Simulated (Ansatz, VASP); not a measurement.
## One calculation of HfN, two programs

```
Hf N
1.0
     0.00000    2.23437    2.23437
     2.23437    0.00000    2.23437
     2.23437    2.23437    0.00000
Hf N
1 1
Direct
  0.00000 0.00000 0.00000
  0.50000 0.50000 0.50000
```

Alike in both runs: functional LDA; k mesh 16 × 16 × 16; occupations fermi-dirac, width 0.15 eV; no spin polarisation.

Ansatz relaxed the structure, and its values are those at the end. VASP's run is a single point on that final structure, the one shown.

|  | VASP | Ansatz |
| --- | --- | --- |
| version | VASP 6.6.1 | Ansatz 0.2.0 |
| potentials or method | VASP PAW LDA potentials, release 64 (Hf_pv, N) | scalar-relativistic, plane waves, PAW |
| plane-wave cutoff (eV) | 520 | 420 |
| valence electrons in the cell | 15 | 31 |

|  | VASP | Ansatz | Ansatz less VASP |
| --- | --- | --- | --- |
| gap on the k mesh at the Fermi level (eV) | none | none | - |
| pressure (GPa) | -1.2 | 0.0 | +1.22 |

A gap of «none» marks a metal or a gap that the smearing closes. The two sets of potentials don't hold the same shells in valence.

Spin-orbit coupling is left out, which matters for the levels of Hf.
